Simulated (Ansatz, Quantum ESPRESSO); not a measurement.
## InP: 5 runs at one level of theory

```
In P
1.0
     0.00000    2.93050    2.93050
     2.93050    0.00000    2.93050
     2.93050    2.93050    0.00000
In P
1 1
Direct
  0.00000 0.00000 0.00000
  0.75000 0.75000 0.75000
```

Alike in all runs: task equation of state; functional PBE; k mesh 8 × 8 × 8; occupations fermi-dirac, width 0.05 eV; no spin polarisation; no spin-orbit coupling.

```csv
program and potentials,plane-wave cutoff (eV),notes,equilibrium volume (Å³/atom),bulk modulus (GPa)
"Ansatz, Ansatz PAW large core",420,-,26.45,59.7
"Ansatz, PseudoDojo stringent",1116,-,26.47,59.5
"Ansatz, SPMS NC",544,-,26.53,59.4
"Ansatz, Ansatz PAW accurate",620,-,?,?
"Quantum ESPRESSO, PseudoDojo 0.5 SR PBE standard",952,-,26.48,59.6
```

**Question.** Estimate from the other rows what the run with Ansatz, Ansatz PAW accurate gave.

**Answer.** Equilibrium volume 26.46 Å³/atom; bulk modulus 59.6 GPa. The other rows, which needn't bracket it: equilibrium volume 26.45 to 26.53; bulk modulus 59.4 to 59.7.
